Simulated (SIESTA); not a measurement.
Crystal: NaCl.

```
Cl Na
1.0
     0.00000    2.79406    2.79406
     2.79406    0.00000    2.79406
     2.79406    2.79406    0.00000
Cl Na
1 1
Direct
  0.50000 0.50000 0.50000
  0.00000 0.00000 0.00000
```

The cell is a database's computed one.

Base run:

* Program: SIESTA 5.4.2
* Functional: vdW-DF-cx
* Potentials or basis: PseudoDojo 0.4 standard (PBE files)
* Basis: DZP (energy shift 0.003 Ry; two zetas on semicore shells)
* Grid cutoff: 800 Ry
* Energy shift: 0.003 Ry
* k mesh: 8 × 8 × 8
* Occupations: fermi-dirac, width 0.05 eV
* Spin: no spin polarisation

Its results: band gap on the k mesh 5.40 eV, direct; pressure 1.2 GPa.

After a change of settings the same cell gave: band gap on the k mesh 5.37 eV, direct; pressure 2.8 GPa. Which change was it?
A. functional from vdW-DF-cx to PBEsol; potentials or basis from PseudoDojo 0.4 standard (PBE files) to PseudoDojo 0.4 standard (PBEsol files)
B. functional from vdW-DF-cx to BLYP
C. functional from vdW-DF-cx to LDA; potentials or basis from PseudoDojo 0.4 standard (PBE files) to PseudoDojo 0.4 standard (LDA files)
D. functional from vdW-DF-cx to AM05; potentials or basis from PseudoDojo 0.4 standard (PBE files) to PseudoDojo 0.4 standard (PBEsol files)

B.

Caveats: the potentials were made for another functional, which shifts forces and pressure; the basis of atomic orbitals isn't converged, which shifts pressures, moduli and gaps.

Not every run made on this cell is shown here.
